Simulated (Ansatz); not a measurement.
# MgO: band edges up the ladder

An exercise on one series of results from a longer session: the logs are not shown, and one member is left open.

Computed with Ansatz 0.2.0 (DFT PBEsol, scalar-relativistic, plane waves, PAW, unless a step's input says otherwise).

That is the level of the relaxation; later steps name their own.

## Starting point

It takes space group P6_3mc (No. 186, hexagonal). Conventional cell: a = 3.241 Å, b = 3.241 Å, c = 5.192 Å, α = 90.00°, β = 90.00°, γ = 120.00°. Mg (site symmetry 3m) is surrounded by 4 O at 1.97 Å. O (site symmetry 3m) has 4 Mg at 1.97 Å as nearest neighbours.

Structure file:

```cif
data_structure
_symmetry_space_group_name_H-M 'P 1'
_symmetry_Int_Tables_number 1
_cell_length_a 3.2406
_cell_length_b 3.2406
_cell_length_c 5.1917
_cell_angle_alpha 90.000
_cell_angle_beta 90.000
_cell_angle_gamma 120.000
_cell_volume 47.22
loop_
_atom_site_label
_atom_site_type_symbol
_atom_site_fract_x
_atom_site_fract_y
_atom_site_fract_z
_atom_site_occupancy
Mg1 Mg 0.33333 0.66667 0.50000 1
Mg2 Mg 0.66667 0.33333 0.00000 1
O1 O 0.66667 0.33333 0.37901 1
O2 O 0.33333 0.66667 0.87901 1
```

Set-up of the first run:

(A quick probe on a coarse mesh, which set the mesh and smearing, is not shown.)

The input, input.yaml:

```yaml
crystal:
  lattice:
    - [3.240576, 0.0, 0.0]
    - [-1.620288, 2.80642114, 0.0]
    - [0.0, 0.0, 5.19171949]
  atoms:
    - { symbol: Mg, position: [0.33333333, 0.66666667, 0.5] }
    - { symbol: Mg, position: [0.66666667, 0.33333333, 0.0] }
    - { symbol: O, position: [0.66666667, 0.33333333, 0.37901] }
    - { symbol: O, position: [0.33333333, 0.66666667, 0.87901] }
basis:
  ecutwfc: 420
kpoints:
  mp_grid: { grid: [9, 9, 6] }
hamiltonian:
  xc: pbesol
scf:
  occupations: { method: gaussian, width: 0.02 }
output:
  forces: true
  stress: true
  eigenvalues: true
relax:
  adjacent_minimum: "off"
  f_tol: 0.005
  max_steps: 80
  cell: { stress_tol: 0.05 }
```

On the command line:

```bash
$ ansatz run input.yaml --threads 2 --pin off --max-ram 5120MiB --backend cpu --events-out ev --progress --plain --runs-dir out
```

Among the steps run: Full relaxation; Band edges over the whole zone; The run at PBEsol, 250 eV and coarse mesh; Levels with LDA; Levels with PBE0; The run at Hartree-Fock.

One table of the session follows, with a row left open; its other results are not shown here.

| level | gap (eV) | least direct gap (eV) |
| --- | --- | --- |
| PBEsol, 250 eV and coarse mesh | 3.16 | 3.16 |
| LDA | 3.38 | 3.38 |
| PBE0 | 5.81 | 5.81 |
| Hartree-Fock | ? | ? |

Estimate the missing values for Hartree-Fock.

The run gave: gap (eV): 13.54; least direct gap (eV): 13.54. In the column «gap (eV)» it is the highest.

Gaps are by band count over the mesh and the named points; a gap of 0 means that the bands overlap or touch.

Caveats from the session: The settings are coarse, so take the values as rough. Warnings in the runs' records: cutoff below recommended.
